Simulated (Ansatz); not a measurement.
Base system: BaSnO3 in the cubic perovskite structure (space group Pm-3m, No. 221; a = 4.122 Å). Axes: x, y, z lie along the cube axes.

Calculations: plane-wave PAW DFT at the PBEsol level (Ansatz, an electronic-structure program, 420 eV), no SOC.

One thing is altered: a pure shear with ε_yz = ε_zy = 0.0097, atoms relaxed at fixed cell.

### Question
Predict the stress tensor and what it implies for the stiffness.

### Answer
Stress of the strained cell less that of the base (GPa, compression positive):
```
   0.02    0.00    0.00
   0.00    0.03   -1.84
   0.00   -1.84    0.03
```

Then −Δσ/γ with γ = 2ε = 0.0194 gives relaxed-ion elastic constants: C44 ≈ 95 GPa.

Stability against distortions was not tested.
